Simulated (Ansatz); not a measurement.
Relaxation of SiC

These are results of DFT r2SCAN, scalar-relativistic, plane waves, PAW in Ansatz, not measurements. Settings: 500 eV cutoff, 12×12×6 k-mesh, Gaussian smearing of 0.02 eV, no spin polarisation.

What was changed: shear of c along a, cell held, atoms relaxed: +4.0 %.

Command:

```bash
ansatz run input.yaml --threads 1 --pin off --max-ram 2560MiB --backend cpu --events-out ev --progress --plain --runs-dir out
```

Input:

```yaml
crystal:
  lattice:
    - [3.0752975748, 0.0, 0.0]
    - [-1.5376487874, 2.663285824, 0.0]
    - [0.2019336403, 0.0, 5.0483410067]
  atoms:
    - { symbol: Si, position: [0.3324220715, 0.6666317746, 0.4996216459] }
    - { symbol: Si, position: [0.6657902969, 0.3333682254, 0.9996216459] }
    - { symbol: C, position: [0.3343013309, 0.6668150301, 0.8753783541] }
    - { symbol: C, position: [0.6674863007, 0.3331849699, 0.3753783541] }
basis:
  ecutwfc: 500
kpoints:
  mp_grid: { grid: [12, 12, 6] }
hamiltonian:
  xc: r2scan
scf:
  occupations: { method: gaussian, width: 0.02 }
output:
  forces: true
  stress: true
  eigenvalues: true
relax:
  adjacent_minimum: "off"
  f_tol: 0.008
  max_steps: 40
```

F is the free energy.

Steps:

```csv
step,F − F(1) (eV),largest force component (eV/Å)
1,0.0000,0.110
2,-0.0004,0.068
3,-0.0006,0.000
4,-0.0006,0.000
```

Relaxed structure:

```cif
data_structure
_symmetry_space_group_name_H-M 'P 1'
_symmetry_Int_Tables_number 1
_cell_length_a 3.0753
_cell_length_b 3.0753
_cell_length_c 5.0524
_cell_angle_alpha 91.145
_cell_angle_beta 87.709
_cell_angle_gamma 120.000
_cell_volume 41.35
loop_
_atom_site_label
_atom_site_type_symbol
_atom_site_fract_x
_atom_site_fract_y
_atom_site_fract_z
_atom_site_occupancy
Si1 Si 0.33148 0.66654 0.49969 1
Si2 Si 0.66494 0.33346 0.99969 1
C1 C 0.33543 0.66728 0.87531 1
C2 C 0.66815 0.33272 0.37531 1
```

It takes space group Cc (No. 9, monoclinic). The conventional cell has a = 3.075 Å, b = 5.327 Å, c = 5.052 Å, α = 90.00°, β = 92.29°, γ = 90.00°. Si (site symmetry 1) is surrounded by 4 C at 1.87 to 1.90 Å. C (site symmetry 1) has 4 Si at 1.87 to 1.90 Å as nearest neighbours.

The run converged. It took 2.9 min on 1 thread of Intel(R) Xeon(R) Processor @ 2.50GHz (Skylake/Cascade Lake), on a shared host, peak memory 0.61 GiB.